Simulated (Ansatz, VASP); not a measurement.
## Zn in VASP and in Ansatz

The input INCAR:

```
  PREC = Accurate
  ENCUT = 520
  EDIFF = 1E-6
  ISMEAR = -1
  SIGMA = 0.1
  LREAL = False
  LASPH = True
  NELM = 80
  ALGO = Fast
  ISIF = 2
  LWAVE = False
  LCHARG = False
  GGA = B5
  ALDAX = 1.0
  AGGAX = 1.0
  AGGAC = 1.0
  ALDAC = 0.0
  NBANDS = 25
```

The input KPOINTS:

```
Automatic mesh
0
Gamma
  9 9 13
```

The input POSCAR:

```
Zn
1.0
    4.7746114370      0.0000000000      0.0000000000
   -2.3873057185      4.1349347976      0.0000000000
    0.0000000000      0.0000000000      2.6852429711
Zn
3
Direct
    0.0000000000      1.0000000000      1.0000000000
    0.3333333333      0.6666666667      0.5000000000
    0.6666666667      0.3333333333      0.5000000000
```

Input for Ansatz:

```yaml
crystal:
  lattice:
    - [4.774611437, 0.0, 0.0]
    - [-2.3873057185, 4.1349347976, 0.0]
    - [0.0, 0.0, 2.6852429711]
  atoms:
    - { symbol: Zn, position: [0.0, 1.0, 1.0] }
    - { symbol: Zn, position: [0.3333333333, 0.6666666667, 0.5] }
    - { symbol: Zn, position: [0.6666666667, 0.3333333333, 0.5] }
hamiltonian:
  xc: blyp
  pseudopotentials:
    kind: paw
    azcp:
      Zn: "pseudopotentials/Zn.paw.azcp"
basis:
  ecutwfc: 420
  fft_grid_basis: typed
kpoints:
  mp_grid: { grid: [9, 9, 13], shift: [0, 0, 0] }
magnetization:
  spin_polarized: false
scf:
  occupations: { method: fermi_dirac, width: 0.1 }
  lower_state_search: "off"
output:
  stress: true
```

Alike in both runs: task single point; functional BLYP; k mesh 9 × 9 × 13; occupations fermi-dirac, width 0.1 eV; no spin polarisation.

|  | VASP | Ansatz |
| --- | --- | --- |
| version | VASP 6.6.1 | Ansatz 0.2.0 |
| potentials or method | VASP PAW PBE potentials, release 64 (Zn) | plane waves (420 eV) with PAW, scalar-relativistic |
| plane-wave cutoff (eV) | 520 | 420 |
| valence electrons in the cell | 36 | 36 |

|  | VASP | Ansatz | Ansatz less VASP |
| --- | --- | --- | --- |
| pressure (GPa) | 0.1 | 0.1 | +0.01 |
| largest component of the traceless stress (GPa) | 0.44 | 0.51 | +0.075 |

Caveats: the PAW data sets were made with another functional, which shifts forces and pressure a little (VASP).
